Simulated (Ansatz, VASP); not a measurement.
# TaN: VASP beside Ansatz

The input INCAR:

```
SYSTEM = TaN
PREC = Accurate
ENCUT = 520
EDIFF = 1E-6
ISMEAR = 0
SIGMA = 0.15
LREAL = .FALSE.
LASPH = .TRUE.
NELM = 100
ALGO = Normal
ISIF = 2
LWAVE = .FALSE.
LCHARG = .FALSE.
GGA = PS
NBANDS = 15
```

Contents of KPOINTS:

```
regular mesh
0
G
  18 18 18
  0 0 0
```

Contents of POSCAR:

```
TaN
1.0
    0.0000000000      2.0700500000      2.1245250000
    2.0700500000      0.0000000000      2.1245250000
    2.0700500000      2.0700500000      0.0000000000
Ta N
1 1
Direct
    0.5000000000      0.5000000000      0.5000000000
    0.0000000000      0.0000000000      0.0000000000
```

Input for Ansatz:

```yaml
crystal:
  lattice:
    - [0.0, 2.07005, 2.124525]
    - [2.07005, 0.0, 2.124525]
    - [2.07005, 2.07005, 0.0]
  atoms:
    - { symbol: Ta, position: [0.5, 0.5, 0.5] }
    - { symbol: "N", position: [0.0, 0.0, 0.0] }
basis:
  ecutwfc: 420
kpoints:
  mp_grid: { grid: [18, 18, 18] }
hamiltonian:
  xc: pbesol
scf:
  occupations: { method: gaussian, width: 0.15 }
output:
  forces: true
  stress: true
  eigenvalues: true
```

Change from the starting cell: strain -0.050 along x and y, -0.025 along z, atoms carried along.

Alike in both runs: task single point; functional PBEsol; k mesh 18 × 18 × 18; occupations gaussian, width 0.15 eV; no spin polarisation.

```csv
,VASP,Ansatz
version,VASP 6.6.1,Ansatz 0.2.0
potentials or method,"VASP PAW PBE potentials, release 64 (Ta_pv, N)","scalar-relativistic, plane waves, PAW"
plane-wave cutoff (eV),520,420
valence electrons in the cell,16,18
```

|  | VASP | Ansatz | Ansatz less VASP |
| --- | --- | --- | --- |
| gap on the k mesh at the Fermi level (eV) | none | none | - |
| pressure (GPa) | 70.9 | 68.8 | -2.14 |
| largest component of the traceless stress (GPa) | 20.33 | 20.13 | -0.204 |

A gap of «none» marks a metal or a gap that the smearing closes. The two sets of potentials don't hold the same shells in valence.

Caveats: the cell as given lies far from equilibrium; so large a pressure means that the cell lies far from this level's equilibrium, or that cutoff or potentials fall short (VASP); the potentials were made for another functional, which shifts forces and pressure (VASP). Spin-orbit coupling is left out, which matters for the levels of Ta.
